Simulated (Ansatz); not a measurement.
**Σ5 (310) boundary in bcc Ta with Cu (substitutional): structure and resistance**

Wanted: what the Σ5 (310) boundary in bcc Ta with Cu (substitutional) costs an interconnect.

Calculated with Ansatz 0.2.0; Ansatz plane-wave DFT, PBE, PAW files; relaxation of a bicrystal slab with its lowest layers held; PAW set soft_1, in the first sound run; inputs show where later runs differ.

### Step 1. The starting structure

The cell holds 19 atoms: 18 Ta and 1 Cu. Cell: a = 5.477 Å, b = 3.303 Å, c = 30.199 Å, α = 90.0°, β = 90.0°, γ = 72.5°. It derives from Ta. built on the (3 1 0) plane; 1 overlapping atoms removed and the grains opened by 0.4 Å. Vacuum lies along c.

### Step 2. Relaxing the bicrystal

The boundary is built by mirroring the lower grain in the boundary plane and removing any atoms that overlap; then the Cu is put in at the boundary. A thin bicrystal slab is relaxed first, with the lowest layers held and the upper grain free to shift and open.

Input file input.yaml:

```yaml
crystal:
  lattice:
    - [5.4766761838, 0.0, 0.0]
    - [0.9957593061, 3.1488674087, 0.0]
    - [0.0, 0.0, 30.1985010762]
  atoms:
    - { symbol: Ta, position: [0.7999999999, 0.6, 0.1655711317] }
    - { symbol: Ta, position: [0.1999999999, 0.9, 0.2001543439] }
    - { symbol: Ta, position: [0.5999999999, 0.2, 0.2347375561] }
    - { symbol: Ta, position: [1.0, 0.5, 0.2693207683] }
    - { symbol: Ta, position: [0.4, 0.8, 0.3039039805] }
    - { symbol: Ta, position: [0.8, 0.1, 0.3384871927] }
    - { symbol: Ta, position: [0.2, 0.4, 0.373070405] }
    - { symbol: Ta, position: [0.6, 0.7, 0.4076536172] }
    - { symbol: Cu, position: [0.0, 0.0, 0.4422368294] }
    - { symbol: Ta, position: [0.6, 0.7, 0.4900657321] }
    - { symbol: Ta, position: [0.2, 0.4, 0.5246489443] }
    - { symbol: Ta, position: [0.8, 0.1, 0.5592321565] }
    - { symbol: Ta, position: [0.4, 0.8, 0.5938153687] }
    - { symbol: Ta, position: [1.0, 0.5, 0.6283985809] }
    - { symbol: Ta, position: [0.5999999999, 0.2, 0.6629817931] }
    - { symbol: Ta, position: [0.1999999999, 0.9, 0.6975650053] }
    - { symbol: Ta, position: [0.7999999999, 0.6, 0.7321482175] }
    - { symbol: Ta, position: [0.3999999999, 0.3, 0.7667314297] }
    - { symbol: Ta, position: [0.9999999999, 0.0, 0.8013146419] }
kpoints:
  mp_grid: { grid: [7, 7, 1] }
hamiltonian:
  xc: pbe
  pseudopotentials: { kind: paw, azcp: { folder: soft_1 } }
scf:
  occupations: { method: fermi_dirac, width: 0.1 }
relax:
  f_tol: 0.03
  max_steps: 80
  constraints: [{ sites: [0, 1, 2] }]
```

Run with:

```console
ansatz run input.yaml --threads 4 --pin off --max-ram 15360MiB --backend cpu --events-out ev --progress --plain --runs-dir out
```

Numbers of over 12 decimals in the logs are rounded to 6 here.

Log:

```text
Engine: ansatz 0.2.0, aarch64-unknown-linux-gnu
Pseudopotentials: kind: paw
Pseudopotential: Ta, paw, valence charge 13, recommended cutoff 420 eV (normal), soft_1/Ta.paw.azcp
Pseudopotential: Cu, paw, valence charge 19, recommended cutoff 420 eV (normal), soft_1/Cu.paw.azcp
Functional definition: PBE
  parameter kappa = 0.804
  parameter beta = 0.066725
  exchange = pbe_x(kappa = kappa, mu = beta*pi^2/3)
  correlation = pbe_c(beta = beta)
Crystal: 19 atoms, lattice volume = 520.783 Å³
Basis set: ecut = 420 eV, 10209 PW (Γ), exchange–correlation on 80×48×432 points (8 copies of the dense FFT grid, shifted against one another)
Bands: 152, of which v1, the nominal top of the filled ones, is band 127 counted from 1 (126 counted from 0)
Symmetry: 2 space group operations
Space group: Cm (ITA 8), of the structure as read, at distance tolerance 8.0e-5 Å
k-points: 16 of 49 (time reversal used)
Non-local potential: Ta, projectors of the file, l = 0: 3, l = 1: 2, l = 2: 2, l = 3: 1
Non-local potential: Cu, projectors of the file, l = 0: 3, l = 1: 2, l = 2: 3, l = 3: 1
PAW form: soft (Blöchl's): semilocal exchange-correlation on the pseudo side does not see the compensation charge
PAW one-centre angular grid: Ta, 590 points (default); XC on 64 Gauss nodes
PAW one-centre angular grid: Cu, 590 points (default); XC on 64 Gauss nodes
Initial density: superposition of atomic densities (neutral atoms: chi_scale 0, normalization atom)
Initial wavefunctions: pseudopotential atomic-orbital guess
Functional: x = pbe(κ = 0.804, μ = 0.219515), c = pbe(β = 0.066725)
SCF iter   1: F=—  HF=-185437.645177 eV  |F-HF|=—  |Δ(HF+E_count)|=         —  Δρ=3.64e-1  dr2=1.05e3  ethr=3.10e-3  ⟨swp⟩=9.2  Hψ=11274  notcnv=0  defer=1
preconditioner: auto → LDOS  [metal: Δε(μ)=0.014 eV  Ē_g=4.284 eV  σ=0.100 eV  W_gap=0.04  n_scr=122 (ndim 8)  ℏωp=16.4 eV  f_vac=0.267  D(μ)=15.40/eV (n_scr^D=104)  β→1.0]
SCF iter   2: F=—  HF=-185436.162860 eV  |F-HF|=—  |Δ(HF+E_count)|=    1.48e0  Δρ=1.27e-1  dr2=1.30e3  ethr=3.10e-3  ⟨swp⟩=16.2  Hψ=17703  notcnv=0  defer=14
SCF iter   3: F=—  HF=-185439.967606 eV  |F-HF|=—  |Δ(HF+E_count)|=    3.80e0  Δρ=1.55e-1  dr2=2.85e2  ethr=3.10e-3  ⟨swp⟩=11.2  Hψ=10023  notcnv=0  defer=12
SCF iter   4: F=—  HF=-185423.519922 eV  |F-HF|=—  |Δ(HF+E_count)|=    1.64e1  Δρ=1.02e-1  dr2=4.41e1  ethr=3.10e-3  ⟨swp⟩=12.1  Hψ=10208  notcnv=0  defer=23
SCF iter   5: F=—  HF=-185416.696669 eV  |F-HF|=—  |Δ(HF+E_count)|=    6.82e0  Δρ=4.47e-2  dr2=2.51e1  ethr=3.10e-3  ⟨swp⟩=4.0  Hψ=6484  notcnv=0  defer=7
SCF iter   6: F=—  HF=-185415.359302 eV  |F-HF|=—  |Δ(HF+E_count)|=    1.34e0  Δρ=2.03e-2  dr2=4.02e0  ethr=3.10e-3  ⟨swp⟩=3.6  Hψ=4073  notcnv=0  defer=9
SCF iter   7: F=—  HF=-185415.128999 eV  |F-HF|=—  |Δ(HF+E_count)|=   2.30e-1  Δρ=4.27e-3  dr2=3.71e-1  ethr=1.59e-3  ⟨swp⟩=2.8  Hψ=3718  notcnv=0  defer=8
SCF iter   8: F=—  HF=-185415.104939 eV  |F-HF|=—  |Δ(HF+E_count)|=   2.41e-2  Δρ=2.94e-3  dr2=1.86e-1  ethr=1.47e-4  ⟨swp⟩=3.3  Hψ=3490  notcnv=0  defer=13
SCF iter   9: F=—  HF=-185415.123007 eV  |F-HF|=—  |Δ(HF+E_count)|=   1.81e-2  Δρ=6.92e-3  dr2=3.26e-1  ethr=7.35e-5  ⟨swp⟩=2.1  Hψ=3447  notcnv=0  defer=7
SCF iter  10: F=—  HF=-185415.105101 eV  |F-HF|=—  |Δ(HF+E_count)|=   1.79e-2  Δρ=3.67e-3  dr2=8.38e-2  ethr=7.35e-5  ⟨swp⟩=1.4  Hψ=2832  notcnv=0  defer=7
SCF iter  11: F=—  HF=-185415.099758 eV  |F-HF|=—  |Δ(HF+E_count)|=   5.34e-3  Δρ=7.64e-4  dr2=3.94e-3  ethr=3.31e-5  ⟨swp⟩=2.0  Hψ=2589  notcnv=0  defer=7
SCF iter  12: F=—  HF=-185415.099990 eV  |F-HF|=—  |Δ(HF+E_count)|=   2.32e-4  Δρ=1.55e-4  dr2=1.11e-4  ethr=1.56e-6  ⟨swp⟩=2.2  Hψ=3348  notcnv=0  defer=7
SCF iter  13: F=-185415.100048 eV  HF=-185415.100047 eV  |F-HF|=1.09e-6  |Δ(HF+E_count)|=   5.73e-5  Δρ=2.37e-5  dr2=9.36e-6  ethr=8.89e-9  ⟨swp⟩=3.8  Hψ=9386  notcnv=0
SCF 1 converged in 13 iterations: F = -185415.100048 eV  dr2 = 9.36e-6
  greatest PAW one-centre occupation: 0.999 electrons in one spin orbital (limit 2), on the Cu atom at site 8 (counted from 0), in its partial waves of l = 0
relax step   1: F+E_penalty+E_count = -185415.10004835 eV  Δ(F+E_penalty+E_count) = +0.000e0 eV  max|allowed force component| = 1.998e0 eV/Å  Δτ_max = 0.0000 Å  (13 SCF iters, dr2 threshold 2.25e-5 eV, accepted)
Initial density: handed on by an earlier stage of this run
Initial wavefunctions: those handed on with the density
SCF iter   1: F=—  HF=-185416.206651 eV  |F-HF|=—  |Δ(HF+E_count)|=         —  Δρ=1.51e-2  dr2=8.30e0  ethr=3.10e-3  ⟨swp⟩=8.8  Hψ=6079  notcnv=0  defer=13
preconditioner: auto → LDOS  [metal: Δε(μ)=0.005 eV  Ē_g=3.837 eV  σ=0.100 eV  W_gap=0.01  n_scr=122 (ndim 8)  ℏωp=16.4 eV  f_vac=0.276  D(μ)=22.17/eV (n_scr^D=214)  β→1.0]
SCF iter   2: F=—  HF=-185415.811216 eV  |F-HF|=—  |Δ(HF+E_count)|=   3.95e-1  Δρ=7.36e-3  dr2=1.07e0  ethr=3.10e-3  ⟨swp⟩=3.4  Hψ=3622  notcnv=0  defer=10
SCF iter   3: F=—  HF=-185415.712788 eV  |F-HF|=—  |Δ(HF+E_count)|=   9.84e-2  Δρ=2.90e-3  dr2=1.43e-1  ethr=4.23e-4  ⟨swp⟩=3.4  Hψ=4345  notcnv=0  defer=9
SCF iter   4: F=—  HF=-185415.688126 eV  |F-HF|=—  |Δ(HF+E_count)|=   2.47e-2  Δρ=8.94e-4  dr2=8.49e-3  ethr=5.64e-5  ⟨swp⟩=2.2  Hψ=3815  notcnv=0  defer=7
SCF iter   5: F=—  HF=-185415.688049 eV  |F-HF|=—  |Δ(HF+E_count)|=   7.66e-5  Δρ=7.78e-4  dr2=2.07e-3  ethr=3.36e-6  ⟨swp⟩=2.6  Hψ=4549  notcnv=0  defer=7
SCF iter   6: F=—  HF=-185415.687796 eV  |F-HF|=—  |Δ(HF+E_count)|=   2.53e-4  Δρ=1.22e-4  dr2=1.27e-4  ethr=8.20e-7  ⟨swp⟩=2.2  Hψ=4383  notcnv=0  defer=7
SCF iter   7: F=-185415.687807 eV  HF=-185415.687809 eV  |F-HF|=2.65e-6  |Δ(HF+E_count)|=   1.31e-5  Δρ=4.18e-5  dr2=9.64e-6  ethr=3.95e-8  ⟨swp⟩=3.0  Hψ=8616  notcnv=0
SCF 2 converged in 7 iterations: F = -185415.687807 eV  dr2 = 9.64e-6
relax step   2: F+E_penalty+E_count = -185415.68780662 eV  Δ(F+E_penalty+E_count) = -5.878e-1 eV  max|allowed force component| = 7.809e-1 eV/Å  Δτ_max = 0.1949 Å  (7 SCF iters, dr2 threshold 1.00e-4 eV, accepted)
SCF iter   1: F=—  HF=-185416.077725 eV  |F-HF|=—  |Δ(HF+E_count)|=         —  Δρ=1.24e-2  dr2=1.46e1  ethr=3.10e-3  ⟨swp⟩=6.6  Hψ=5980  notcnv=0  defer=6
preconditioner: auto → LDOS  [metal: Δε(μ)=0.011 eV  Ē_g=3.865 eV  σ=0.100 eV  W_gap=0.03  n_scr=122 (ndim 8)  ℏωp=16.4 eV  f_vac=0.280  D(μ)=21.76/eV (n_scr^D=202)  β→1.0]
SCF iter   2: F=—  HF=-185415.856053 eV  |F-HF|=—  |Δ(HF+E_count)|=   2.22e-1  Δρ=3.74e-3  dr2=3.13e-1  ethr=3.10e-3  ⟨swp⟩=1.5  Hψ=2832  notcnv=0  defer=6
SCF iter   3: F=—  HF=-185415.857826 eV  |F-HF|=—  |Δ(HF+E_count)|=   1.77e-3  Δρ=5.32e-3  dr2=1.30e-1  ethr=1.24e-4  ⟨swp⟩=2.0  Hψ=4817  notcnv=0  defer=6
SCF iter   4: F=—  HF=-185415.841153 eV  |F-HF|=—  |Δ(HF+E_count)|=   1.67e-2  Δρ=2.58e-3  dr2=2.36e-2  ethr=5.14e-5  ⟨swp⟩=2.0  Hψ=4587  notcnv=0  defer=6
SCF iter   5: F=—  HF=-185415.838096 eV  |F-HF|=—  |Δ(HF+E_count)|=   3.06e-3  Δρ=2.27e-4  dr2=1.16e-3  ethr=9.34e-6  ⟨swp⟩=2.4  Hψ=4610  notcnv=0  defer=6
SCF iter   6: F=—  HF=-185415.838043 eV  |F-HF|=—  |Δ(HF+E_count)|=   5.33e-5  Δρ=1.08e-4  dr2=1.27e-4  ethr=4.60e-7  ⟨swp⟩=2.0  Hψ=3273  notcnv=0  defer=6
SCF iter   7: F=-185415.838033 eV  HF=-185415.838046 eV  |F-HF|=1.24e-5  |Δ(HF+E_count)|=   2.33e-6  Δρ=3.66e-5  dr2=2.22e-5  ethr=1.51e-8  ⟨swp⟩=3.1  Hψ=8810  notcnv=0
SCF 3 converged in 7 iterations: F = -185415.838033 eV  dr2 = 2.22e-5
relax step   3: F+E_penalty+E_count = -185415.83803315 eV  Δ(F+E_penalty+E_count) = -1.502e-1 eV  max|allowed force component| = 1.782e-1 eV/Å  Δτ_max = 0.1945 Å  (7 SCF iters, dr2 threshold 3.81e-5 eV, accepted)
[... from here on, the SCF cycles and remarks between the steps are left out ...]
relax step   4: F+E_penalty+E_count = -185415.85823002 eV  Δ(F+E_penalty+E_count) = -2.020e-2 eV  max|allowed force component| = 7.755e-2 eV/Å  Δτ_max = 0.1237 Å  (8 SCF iters, dr2 threshold 1.98e-6 eV, accepted)
relax step   5: F+E_penalty+E_count = -185415.86111850 eV  Δ(F+E_penalty+E_count) = -2.888e-3 eV  max|allowed force component| = 3.708e-2 eV/Å  Δτ_max = 0.0311 Å  (8 SCF iters, accepted)
relax step   6: F+E_penalty+E_count = -185415.86275918 eV  Δ(F+E_penalty+E_count) = -1.641e-3 eV  max|allowed force component| = 5.893e-2 eV/Å  Δτ_max = 0.0271 Å  (8 SCF iters, accepted)
relax step   7: F+E_penalty+E_count = -185415.88419195 eV  Δ(F+E_penalty+E_count) = -2.143e-2 eV  max|allowed force component| = 2.400e-1 eV/Å  Δτ_max = 0.1954 Å  (10 SCF iters, accepted)
relax step   8: F+E_penalty+E_count = -185415.95844311 eV  Δ(F+E_penalty+E_count) = -7.425e-2 eV  max|allowed force component| = 3.645e-1 eV/Å  Δτ_max = 0.1935 Å  (7 SCF iters, dr2 threshold 5.76e-5 eV, accepted)
relax step   9: F+E_penalty+E_count = -185416.07237366 eV  Δ(F+E_penalty+E_count) = -1.139e-1 eV  max|allowed force component| = 4.367e-1 eV/Å  Δτ_max = 0.1936 Å  (7 SCF iters, dr2 threshold 1.00e-4 eV, accepted)
relax step  10: F+E_penalty+E_count = -185416.14184450 eV  Δ(F+E_penalty+E_count) = -6.947e-2 eV  max|allowed force component| = 3.396e-1 eV/Å  Δτ_max = 0.1949 Å  (6 SCF iters, dr2 threshold 1.00e-4 eV, accepted)
relax step  11: F+E_penalty+E_count = -185416.16240642 eV  Δ(F+E_penalty+E_count) = -2.056e-2 eV  max|allowed force component| = 2.243e-1 eV/Å  Δτ_max = 0.0980 Å  (6 SCF iters, dr2 threshold 6.97e-5 eV, accepted)
relax step  12: F+E_penalty+E_count = -185416.17890138 eV  Δ(F+E_penalty+E_count) = -1.649e-2 eV  max|allowed force component| = 7.147e-2 eV/Å  Δτ_max = 0.1813 Å  (7 SCF iters, dr2 threshold 2.20e-5 eV, accepted)
relax step  13: F+E_penalty+E_count = -185416.18089135 eV  Δ(F+E_penalty+E_count) = -1.990e-3 eV  max|allowed force component| = 7.087e-2 eV/Å  Δτ_max = 0.0953 Å  (10 SCF iters, accepted)
relax step  14: F+E_penalty+E_count = -185416.18219936 eV  Δ(F+E_penalty+E_count) = -1.308e-3 eV  max|allowed force component| = 3.963e-2 eV/Å  Δτ_max = 0.0166 Å  (7 SCF iters, accepted)
SCF iter   1: F=—  HF=-185416.182474 eV  |F-HF|=—  |Δ(HF+E_count)|=         —  Δρ=5.74e-4  dr2=7.89e-3  ethr=4.34e-5  ⟨swp⟩=2.0  Hψ=3897  notcnv=0  defer=7
preconditioner: auto → LDOS  [metal: Δε(μ)=0.010 eV  Ē_g=3.915 eV  σ=0.100 eV  W_gap=0.02  n_scr=122 (ndim 8)  ℏωp=16.4 eV  f_vac=0.288  D(μ)=20.33/eV (n_scr^D=180)  β→1.0]
SCF iter   2: F=—  HF=-185416.182177 eV  |F-HF|=—  |Δ(HF+E_count)|=   2.97e-4  Δρ=2.41e-4  dr2=6.64e-4  ethr=3.12e-6  ⟨swp⟩=1.8  Hψ=2815  notcnv=0  defer=7
SCF iter   3: F=—  HF=-185416.182126 eV  |F-HF|=—  |Δ(HF+E_count)|=   5.02e-5  Δρ=2.32e-4  dr2=2.33e-4  ethr=2.63e-7  ⟨swp⟩=2.0  Hψ=4497  notcnv=0  defer=7
SCF iter   4: F=—  HF=-185416.182097 eV  |F-HF|=—  |Δ(HF+E_count)|=   2.97e-5  Δρ=1.08e-4  dr2=4.24e-5  ethr=9.20e-8  ⟨swp⟩=2.0  Hψ=4468  notcnv=0  defer=7
SCF iter   5: F=—  HF=-185416.182413 eV  |F-HF|=—  |Δ(HF+E_count)|=   3.16e-4  Δρ=1.83e-5  dr2=1.37e-6  ethr=1.67e-8  ⟨swp⟩=2.2  Hψ=4411  notcnv=0  defer=7
SCF iter   6: F=—  HF=-185416.182413 eV  |F-HF|=—  |Δ(HF+E_count)|=   9.83e-8  Δρ=7.87e-6  dr2=2.33e-7  ethr=5.41e-10  ⟨swp⟩=2.0  Hψ=4100  notcnv=0  defer=7
SCF iter   7: F=-185416.182413 eV  HF=-185416.182413 eV  |F-HF|=4.39e-9  |Δ(HF+E_count)|=   8.27e-8  Δρ=1.33e-6  dr2=1.29e-8  ethr=3.95e-11  ⟨swp⟩=4.6  Hψ=7593  notcnv=0
SCF 15 converged in 7 iterations: F = -185416.182413 eV  dr2 = 1.29e-8
relax step  15: F+E_penalty+E_count = -185416.18241298 eV  Δ(F+E_penalty+E_count) = -2.136e-4 eV  max|allowed force component| = 1.385e-2 eV/Å  Δτ_max = 0.0090 Å  (7 SCF iters, accepted)
SCF converged after 7 iterations
Free energy (F): -185416.182413 eV
Harris-Foulkes:  -185416.182413 eV  (|F-HF|=4.39e-9)
Internal energy: -185415.505843 eV  (E = F + TS)
E sigma→0 (E₀):  -185415.844128 eV
Entropy (-TS):   -0.676570 eV (-35.609 meV/atom)
Fermi energy:    10.774248 eV
--- Per-component energies (eV) ---
  E_band       = -4232.424111
  E_kinetic    = 7327.002633
  E_local      = -224884.847584  (includes V_loc(G=0)·N_el)
  E_nonlocal   = 686.335688
  E_hartree    = 109753.800416
  E_xc         = -5840.517964
  E_vxc        = -4279.827828  (∫ρ·V_xc dr)
  E_paw        = -151293.693477  (= ΣΔE_a)
  E_vpaw       = -2588.689390  (= ΣTr[D̂ρ^β])
  E_aug_tail   = 0.002678  (compensation charges beyond the density's cutoff)
  E_ewald      = 78836.411768
  E_smearing   = -0.676570  (= −TS)
  E_closure    = -0.000000  (closes the sum)
  Σ components = -185416.182413   (vs F -185416.182413, Δ=0.00e0)
--- Forces (eV/Å), atoms counted from 1 ---
  atom   1  Ta     0.01264129    -0.00399753     1.71591141
  atom   2  Ta    -0.49912433     0.15783697    -0.75805344
  atom   3  Ta     0.48015188    -0.15183736    -0.96183874
  atom   4  Ta    -0.00020118     0.00006362    -0.00100679
  atom   5  Ta    -0.00016203     0.00005124     0.00115886
  atom   6  Ta     0.00079281    -0.00025071     0.00441004
  atom   7  Ta     0.00231144    -0.00073094    -0.00756129
  atom   8  Ta     0.00392021    -0.00123968     0.00941267
  atom   9  Cu     0.00361538    -0.00114328     0.00869990
  atom  10  Ta    -0.00579272     0.00183182     0.00083015
  atom  11  Ta    -0.00239029     0.00075588    -0.01384805
  atom  12  Ta     0.00329291    -0.00104131     0.00387001
  atom  13  Ta     0.00020104    -0.00006357    -0.00371381
  atom  14  Ta    -0.00258243     0.00081664     0.00024385
  atom  15  Ta    -0.00100087     0.00031650     0.00107019
  atom  16  Ta     0.00169829    -0.00053705     0.00053840
  atom  17  Ta     0.00447441    -0.00141493    -0.00190938
  atom  18  Ta    -0.00279080     0.00088253    -0.00081388
  atom  19  Ta     0.00094369    -0.00029842     0.00261244
  max |Σ_I F_I| component: 1.25e-5 eV/Å
--- Relaxed structure (15 steps of the walk, 15 accepted, 0 SCFs on fresh bases) ---
  F+E_penalty+E_count = -185416.18241298 eV   max|allowed force component| = 1.385e-2 eV/Å
  atoms:
    - { symbol: Ta, position: [0.7999999999, 0.600000, 0.165571] }
    - { symbol: Ta, position: [0.200000, 0.900000, 0.200154] }
    - { symbol: Ta, position: [0.600000, 0.200000, 0.234738] }
    - { symbol: Ta, position: [1.000892, 0.499554, 0.268509] }
    - { symbol: Ta, position: [0.401753, 0.799123, 0.305199] }
    - { symbol: Ta, position: [0.803882, 0.098059, 0.339069] }
    - { symbol: Ta, position: [0.199601, 0.400199, 0.373156] }
    - { symbol: Ta, position: [0.585101, 0.707450, 0.407113] }
    - { symbol: Cu, position: [0.083526, -0.041763, 0.439086] }
    - { symbol: Ta, position: [0.801929, 0.599036, 0.486031] }
    - { symbol: Ta, position: [0.378504, 0.310748, 0.499873] }
    - { symbol: Ta, position: [0.991104, 0.00444803, 0.547584] }
    - { symbol: Ta, position: [0.576618, 0.711691, 0.577894] }
    - { symbol: Ta, position: [1.184514, 0.407743, 0.614850] }
    - { symbol: Ta, position: [0.778550, 0.110725, 0.648991] }
    - { symbol: Ta, position: [0.380043, 0.809979, 0.685782] }
    - { symbol: Ta, position: [0.976832, 0.511584, 0.719370] }
    - { symbol: Ta, position: [0.562691, 0.218654, 0.755224] }
    - { symbol: Ta, position: [1.159123, -0.079561, 0.782192] }
```

Run time: 11 min. Hardware: 4 threads of Arm Neoverse V1, shared host; peak memory 2.2 GiB; 41 min of CPU time.

Step by step:

```csv
step,energy less that of the first step (eV),largest force component (eV/Å)
1,0.0000,1.9981
2,-0.5878,0.7809
3,-0.7380,0.1782
4,-0.7582,0.0776
5,-0.7611,0.0371
6,-0.7627,0.0589
7,-0.7841,0.2400
8,-0.8584,0.3645
9,-0.9723,0.4367
10,-1.0418,0.3396
11,-1.0624,0.2243
12,-1.0789,0.0715
13,-1.0808,0.0709
14,-1.0822,0.0396
15,-1.0824,0.0138
```

The run keeps the 2 symmetry operations that it works with, so distortions that break them were not tested.

The atoms that moved most (Å):

```csv
atom,dx,dy,dz,length
Ta11,0.889,-0.281,-0.748,1.195
Ta10,1.005,-0.318,-0.122,1.061
Ta12,0.951,-0.301,-0.352,1.058
Ta14,0.919,-0.291,-0.409,1.047
Ta13,0.879,-0.278,-0.481,1.040
Ta15,0.889,-0.281,-0.423,1.024
Ta19,0.792,-0.251,-0.577,1.012
Ta16,0.896,-0.283,-0.356,1.005
```

Numbers from this step:

```
free energy             : -185416.1824 eV
energy at zero smearing : -185415.8441 eV
Fermi energy            : 10.77 eV
```

The largest force component on a free atom ends at 0.014 eV/Å, under the tolerance of 0.03, after 15 steps.

[end of part 1 of 2]

[Logs are printed without paths, hosts, clocks, repeated set-up lines and the standing remarks that a program may print on its own settings, such as how far it seeks lower states.]

[Hosts, paths, dates, database ids (printed as entryN), source tags and the programs' standing remarks are cut or masked in the printed files.]
